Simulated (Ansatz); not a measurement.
Set up this calculation in Ansatz 0.2.0, as the native input.

- Task: density of states
- Functional: PBEsol
- Potentials or basis: all-electron LAPW, scalar-relativistic
- Cutoff: 235 eV (chosen from the basis error)
- Basis error allowed: 0.002 eV/atom
- k mesh: 9 × 9 × 5
- Occupations: fermi-dirac, width 0.05 eV
- Spin: no spin polarisation
- Hubbard terms: Zr d U = 6 eV

ZrC:

```
Zr C
1.0
     3.39148    0.00000    0.00000
    -1.69574    2.93710    0.00000
     0.00000    0.00000    5.29005
Zr C
2 2
Cartesian
  1.6957 0.9790 3.9675
  0.0000 1.9581 1.3225
  0.0000 0.0000 2.6450
  0.0000 0.0000 0.0000
```

The cell comes from a database or a generator and needn't be the stable form of this composition.

These files were run (other wordings do the same):

input.yaml

```yaml
crystal:
  lattice:
    - [3.3914762718, 0.0, 0.0]
    - [-1.6957381359, 2.9371046077, 0.0]
    - [0.0, 0.0, 5.290053]
  atoms:
    - { symbol: Zr, position: [0.6666666667, 0.3333333333, 0.75] }
    - { symbol: Zr, position: [0.3333333333, 0.6666666667, 0.25] }
    - { symbol: C, position: [0.0, 0.0, 0.5] }
    - { symbol: C, position: [0.0, 0.0, 0.0] }
kpoints:
  mp_grid: { grid: [9, 9, 5] }
scf:
  occupations: { method: fermi_dirac, width: 0.05 }
hamiltonian:
  xc: pbesol
  pseudopotentials: { kind: all_electron, lapw: { basis_error: 0.002 } }
  hubbard:
    sites: [{ species: Zr, l: d, u_eff: 6 }]
    double_counting: fll
    projectors: ortho-atomic
output:
  forces: true
  stress: true
  eigenvalues: true
  dos: { projected: false, de: 0.1, e_range: [-14, 10] }
  hubbard: {}
```

Potentials or basis: all-electron LAPW, scalar-relativistic.

Run with:

```console
$ ansatz run input.yaml --threads 2 --pin off --max-ram 8192MiB --backend cpu --events-out ev --progress --plain --runs-dir out
```

Results of the run:

- Pressure: 0.1 GPa
- Band gap on the k mesh: none (metal or under the smearing width)

Caveat: U is the effective U less J, on atomic orbitals that reach past the spheres; U without spin polarisation on a metal has little footing; the U is typed as a test and isn't derived for this compound.

It took 12 s on 2 threads of Arm Neoverse V1, with other jobs on the host, peak memory 0.45 GiB.
